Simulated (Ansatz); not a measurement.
**ZnS: relaxation (Ansatz)**

Run with:

```bash
ansatz run input.yaml --threads 2 --pin off --max-ram 3584MiB --backend cpu --events-out ev --progress --plain --runs-dir out
```

input.yaml:

```yaml
crystal:
  lattice:
    - [-3.418224, 3.418224, 2.983487]
    - [3.418224, -3.418224, 2.983487]
    - [3.418224, 3.418224, -2.983487]
  atoms:
    - { symbol: Zn, position: [0.25, 0.25, 0.0] }
    - { symbol: Zn, position: [0.75, 0.75, 0.0] }
    - { symbol: Zn, position: [0.75, 0.25, 0.5] }
    - { symbol: Zn, position: [0.25, 0.75, 0.5] }
    - { symbol: S, position: [0.679, 0.179, 0.858] }
    - { symbol: S, position: [0.179, 0.321, 0.5] }
    - { symbol: S, position: [0.321, 0.821, 0.142] }
    - { symbol: S, position: [0.821, 0.679, 0.5] }
  symmetry: { tolerance: 0.0003 }
kpoints:
  mp_grid: { grid: [6, 6, 6], shift: [0, 0, 0] }
magnetization:
  spin_polarized: false
scf:
  occupations: { method: methfessel_paxton, width: 0.0302 }
  lower_state_search: "off"
hamiltonian:
  pseudopotentials: { kind: paw }
  xc: r2scan
basis:
  ecutwfc: 500
  fft_grid_basis: typed
relax:
  max_steps: 60
  cell: { p_target: 5.0 }
output:
  forces: true
  stress: true
  eigenvalues: true
  bader: true
  populations: true
  elf: true
  write_potential: true
  volumetric_format: npy
  dos:
    e_range: [-12, 8]
    de: 0.05
    projected: { site_lists: { S: [S], Zn: [Zn] } }
  write_density: true
checkpoint:
  read: saved_state
```

Origin of the cell: a known structure type with other elements, at an estimated volume, so it need not be a known compound.

The saved state is a converged single point of the same cell.

Output (shortened):

```
SCF iter   1: F=—  HF=-16928.367018 eV  Δρ=1.18e-3  dr2=5.66e-4  dr2_τ=8.32e-4
SCF iter   2: F=—  HF=-16928.368781 eV  S|Δr|=    0.00e0  Δρ=6.26e-4  dr2=1.76e-4  dr2_τ=3.90e-5
SCF iter   3: F=—  HF=-16928.369175 eV  S|Δr|=    0.00e0  Δρ=2.14e-4  dr2=3.65e-5  dr2_τ=1.10e-6
SCF iter   4: F=—  HF=-16928.369212 eV  S|Δr|=    0.00e0  Δρ=5.78e-5  dr2=3.72e-6  dr2_τ=1.26e-7
SCF iter   5: F=—  HF=-16928.369215 eV  S|Δr|=    0.00e0  Δρ=2.66e-5  dr2=4.10e-7  dr2_τ=6.41e-8
SCF iter   6: F=—  HF=-16928.369216 eV  S|Δr|=    0.00e0  Δρ=1.14e-5  dr2=1.24e-7  dr2_τ=8.68e-9
SCF iter   7: F=-16928.369216 eV  HF=-16928.369216 eV  S|Δr|=    0.00e0  Δρ=3.16e-6  dr2=8.92e-9  dr2_τ=4.03e-10
relax step   1: F+E_penalty+E_count = -16928.369216 eV  Δ(F+E_penalty+E_count) = +0.000e0 eV  max|allowed force component| = 5.865e-1 eV/Å  Δτ_max = 0.0000 Å  P = -0.165 GPa  Ω = 139.439 Å³ […]
relax step   2: F+E_penalty+E_count = -16928.412410 eV  Δ(F+E_penalty+E_count) = -4.319e-2 eV  max|allowed force component| = 6.566e-2 eV/Å  Δτ_max = 0.1188 Å  P = +6.731 GPa  Ω = 124.537 Å³ […]
relax step   3: F+E_penalty+E_count = -16928.458266 eV  Δ(F+E_penalty+E_count) = -4.586e-2 eV  max|allowed force component| = 1.369e-1 eV/Å  Δτ_max = 0.0072 Å  P = +5.933 GPa  Ω = 125.363 Å³ […]
relax step   4: F+E_penalty+E_count = -16928.484697 eV  Δ(F+E_penalty+E_count) = -2.643e-2 eV  max|allowed force component| = 8.287e-2 eV/Å  Δτ_max = 0.0029 Å  P = +5.378 GPa  Ω = 125.959 Å³ […]
relax step   5: F+E_penalty+E_count = -16928.490599 eV  Δ(F+E_penalty+E_count) = -5.902e-3 eV  max|allowed force component| = 5.167e-3 eV/Å  Δτ_max = 0.0098 Å  P = +4.988 GPa  Ω = 126.079 Å³ […]
relax step   6: F+E_penalty+E_count = -16928.487727 eV  Δ(F+E_penalty+E_count) = +2.872e-3 eV  max|allowed force component| = 5.022e-3 eV/Å  Δτ_max = 0.0000 Å  P = +4.963 GPa  Ω = 126.079 Å³  stress off target by 3.77e-2 GPa […]
SCF 6 converged in 7 iterations: F = -16928.487727 eV  dr2 = 2.64e-11
basis re-selected at this cell: Δ(F+E_penalty+E_count) = +2.872e-3 eV, ΔP = -0.025 GPa vs the last step (what re-selecting the basis moved, of the pressure what is left beyond the Pulay corre […]
SCF converged after 7 iterations
Stability not checked: this state was not tested for a lower state beside it, because cold or Methfessel-Paxton smearing, or corrected tetrahedra, fill the levels in a way that the test cannot read (fill_not_monotonic; […]
Free energy (F): -16928.487727 eV
Harris-Foulkes:  -16928.487727 eV  (|F-HF|=1.09e-10)
Internal energy: -16928.487756 eV  (E = F + TS)
E sigma→0 (E₀):  -16928.487734 eV
Entropy (-TS):   0.000029 eV (0.004 meV/atom)
Fermi energy:    8.900542 eV
--- Per-component energies (eV) ---
  E_band       = 193.459197
  E_kinetic    = 954.359263
  E_local      = -7167.544894  (includes V_loc(G=0)·N_el)
  E_nonlocal   = 2595.437254
  E_hartree    = 3025.658167
  E_xc         = -862.539973
  E_vxc        = -590.622878  (∫ρ·V_xc dr)
  E_paw        = -9847.495463  (= ΣΔE_a)
  E_vpaw       = -1677.660118  (= ΣTr[D̂ρ^β])
  E_aug_tail   = -0.000211  (compensation charges beyond the density's cutoff)
  E_vtau       = 28.174439  (kinetic-family band-sum trace: ∫τ·v_τ [+ j·A + Jᵃ·Aᵃ] dr)
  E_ewald      = -5625.192356
  E_core_change = -1.169542  (= ΣΔE_core)
  E_smearing   = 0.000029  (= −TS)
  Σ components = -16928.487727   (vs F -16928.487727, Δ=0.00e0)
--- Forces (eV/Å), atoms counted from 1 ---
  atom   1  Zn     0.000000     0.000000     0.000000
  atom   2  Zn     0.000000    -0.000000     0.000000
  atom   3  Zn    -0.000000    -0.000000     0.000000
  atom   4  Zn    -0.000000     0.000000     0.000000
  atom   5  S     -0.005022    -0.005022     0.000000
  atom   6  S      0.005022    -0.005022     0.000000
  atom   7  S      0.005022     0.005022     0.000000
  atom   8  S     -0.005022     0.005022     0.000000
  max |Σ_I F_I| component: 2.60e-17 eV/Å
--- Stress (GPa, compression-positive) ---
        4.962334      -0.000000       0.000000
       -0.000000       4.962334      -0.000000
        0.000000       0.000000       4.964270
  P = ⅓ Tr σ = 4.9630 GPa (49.630 kbar)
--- Relaxed structure (5 steps of the walk, 5 accepted, 1 SCFs on fresh bases) ---
  F+E_penalty+E_count = -16928.487727 eV   max|allowed force component| = 5.022e-3 eV/Å   (the final SCF, on the basis selected at the relaxed cell)
  cell:  # Å, volume = 126.0791 Å³
    - [-3.241107, 3.241107, 3.000517]
    - [3.241107, -3.241107, 3.000517]
    - [3.241107, 3.241107, -3.000517]
  atoms:
    - { symbol: Zn, position: [0.25, 0.25, -7.691e-19] }
    - { symbol: Zn, position: [0.750000, 0.750000, -7.691e-19] }
    - { symbol: Zn, position: [0.75, 0.250000, 0.5] }
    - { symbol: Zn, position: [0.250000, 0.75, 0.5] }
    - { symbol: S, position: [0.691858, 0.191858, 0.883716] }
    - { symbol: S, position: [0.191858, 0.308142, 0.5] }
    - { symbol: S, position: [0.308142, 0.808142, 0.116284] }
    - { symbol: S, position: [0.808142, 0.691858, 0.500000] }
--- Löwdin populations: 8 sites ---
  site symbol       q [e]
     0     Zn     10.7453
     1     Zn     10.7453
     2     Zn     10.7112
     3     Zn     10.7112
     4      S      7.0517
     5      S      7.0517
     6      S      7.0517
     7      S      7.0517
  spilling = 0.012223 (of n_electrons = 72.000000)
--- Bader charges: 8 sites ---
  site symbol  charge [e]  shift [e]
     0     Zn      1.0242     0.0029
     1     Zn      1.0242     0.0029
     2     Zn      0.9440     0.0051
     3     Zn      0.9440     0.0051
     4      S     -0.9841     0.0011
     5      S     -0.9841     0.0011
     6      S     -0.9841     0.0011
     7      S     -0.9841     0.0011
  estimated error of the sums over rays = 6.2e-4 e
```

The starting structure.

Space group I4/mcm (No. 140); the run's cell has a = 5.681 Å, b = 5.681 Å, c = 5.681 Å, α = 106.01°, β = 106.01°, γ = 116.64°. Shortest distances: S–Zn 2.28 Å, Zn–Zn 2.98 Å, S–S 3.28 Å.

The relaxed structure.

Space group I4/mcm (No. 140); the run's cell has a = 5.478 Å, b = 5.478 Å, c = 5.478 Å, α = 107.46°, β = 107.46°, γ = 113.58°. Shortest distances: S–Zn 2.31 Å, Zn–Zn 3.00 Å, S–S 3.18 Å.

| Item | Value |
| --- | --- |
| Enthalpy lowered by | 66.9 meV/atom |
| Volume change | -9.58 % |
| Final pressure | 4.96 GPa |
| Relaxation steps listed | 6 |

Caveats: the relaxation held the start's symmetry, so the end may be a saddle point.

The run took 120 s on 2 threads of Arm Neoverse V2, with other jobs on the host, peak memory 0.92 GiB, from a saved density.
